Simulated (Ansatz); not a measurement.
**SnO: response to strain**

Aim: deform SnO (equal xy, yz and zx engineering shear strains of +1 %) and compute stress, forces and field gradients with LAPW, PAW and all-electron datasets made for the crystal.

Program: Ansatz 0.2.0. Level of theory: DFT PBEsol, scalar-relativistic. These are calculated values, not measurements.

### Step 1. The structure to begin with

Symmetry: P4/nmm, No. 129, tetragonal system. The conventional cell has a = 3.802 Å, b = 3.802 Å, c = 4.836 Å, α = 90.00°, β = 90.00°, γ = 90.00°. Sn (site symmetry 4mm) has 4 O at 2.22 Å as nearest neighbours. Around O (site symmetry -4m2) lie 4 Sn at 2.22 Å.

Structure file:

```
Sn O
1.0
     3.80200    0.00000    0.00000
     0.00000    3.80200    0.00000
     0.00000    0.00000    4.83600
Sn O
2 2
Direct
  0.00000 0.50000 0.23850
  0.50000 0.00000 0.76150
  0.00000 0.00000 0.00000
  0.50000 0.50000 0.00000
```

Atoms are numbered in the order of the input: Sn1, Sn2, O3, O4.

### Step 2. The deformed structure

Space group P4/nmm before, C2/m after.

### Step 3. Full-potential LAPW

File input.yaml:

```yaml
crystal:
  lattice:
    - [3.802, 0.01901, 0.01901]
    - [0.01901, 3.802, 0.01901]
    - [0.02418, 0.02418, 4.836]
  atoms:
    - { symbol: Sn, position: [0.0, 0.5, 0.2385] }
    - { symbol: Sn, position: [0.5, 0.0, 0.7615] }
    - { symbol: O, position: [0.0, 0.0, 0.0] }
    - { symbol: O, position: [0.5, 0.5, 0.0] }
kpoints:
  mp_grid: { grid: [8, 8, 6] }
  band_path:
    path:
      - [0.0, 0.0, 0.0]
      - [0.4950862661, -0.4950862661, 0.0]
      - [-0.4950862661, -0.5049137339, 0.0]
      - [-0.5, -0.5, 0.0]
      - [0.0, 0.0, 0.0]
      - [-0.5, -0.5, -0.5]
      - [-0.4912231526, -0.5087768474, -0.5]
      - [0.4912231526, -0.4912231526, -0.5]
      - [0.0, 0.0, -0.5]
    npoints: 5
scf:
  occupations: { method: fermi_dirac, width: 0.01 }
hamiltonian:
  xc: pbesol
  pseudopotentials: { kind: all_electron, lapw: { basis_error: 0.001 } }
output:
  forces: true
  stress: true
  eigenvalues: true
```

Command:

```sh
$ ansatz run input.yaml --threads 1 --pin off --max-ram 6144MiB --backend cpu --events-out ev --progress --plain --runs-dir out
```

### Step 4. PAW on the default files

File input.yaml:

```yaml
crystal:
  lattice:
    - [3.802, 0.01901, 0.01901]
    - [0.01901, 3.802, 0.01901]
    - [0.02418, 0.02418, 4.836]
  atoms:
    - { symbol: Sn, position: [0.0, 0.5, 0.2385] }
    - { symbol: Sn, position: [0.5, 0.0, 0.7615] }
    - { symbol: O, position: [0.0, 0.0, 0.0] }
    - { symbol: O, position: [0.5, 0.5, 0.0] }
kpoints:
  mp_grid: { grid: [8, 8, 6] }
scf:
  occupations: { method: fermi_dirac, width: 0.01 }
hamiltonian:
  xc: pbesol
  pseudopotentials: { kind: paw }
output:
  forces: true
  stress: true
  eigenvalues: true
  efg: { contact_densities: true }
```

### Step 5. Datasets made for this crystal

input.yaml, as its differences from that of step 4:

```diff
@@ -16,3 +16,3 @@
   xc: pbesol
-  pseudopotentials: { kind: paw }
+  pseudopotentials: { kind: all_electron, datasets: crystal }
 output:
```

(Steps that only read results are left out.)

Before running it: what results should come out? Wanted: pressure; largest shear or deviatoric stress.

As calculated:

```
                                 quantity                                              value
                                 pressure  LAPW -0.06, PAW -0.04, crystal datasets -0.07 GPa
largest shear or deviatoric stress (LAPW)                                           0.82 GPa
```

What this shows: The largest part of the stress beyond the pressure is 0.82 GPa in size, in the xy component; the atoms are carried along and not relaxed. No run of the undeformed cell stands beside it, so the pressure holds what the given cell had before the change. PAW: stress within 0.03 GPa of LAPW, forces within 4 meV/Å. Crystal datasets: stress within 0.01 GPa of LAPW, forces within 1 meV/Å.
